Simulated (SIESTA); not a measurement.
C:

```
C
1.0
     0.00000    1.78337    1.78337
     1.78337    0.00000    1.78337
     1.78337    1.78337    0.00000
C
2
Direct
  0.75000 0.75000 0.75000
  0.50000 0.50000 0.50000
```

This isn't the form of C at room conditions, which is graphite.

Base run:

```yaml
Program: SIESTA 5.4.2
Functional: vdW-DF-C09
Potentials_or_basis: PseudoDojo 0.4 standard (PBE files)
Basis: DZP (energy shift 0.003 Ry)
Grid_cutoff: 500 Ry
Energy_shift: 0.003 Ry
k_mesh: 13 × 13 × 13
Occupations: fermi-dirac, width 0.05 eV
Spin: no spin polarisation
```

Its results: band gap on the k mesh 4.21 eV, indirect (least direct gap 5.67 eV); pressure 7.5 GPa.

**Question.** The run is repeated on the same cell with these changes: functional from vdW-DF-C09 to optB88-vdW. What comes out?

**Answer.** Band gap on the k mesh 4.40 eV, indirect (least direct gap 5.75 eV); pressure 14.9 GPa.

Caveats: the potentials were made for another functional, which shifts forces and pressure; the basis of atomic orbitals isn't converged, which shifts pressures, moduli and gaps.
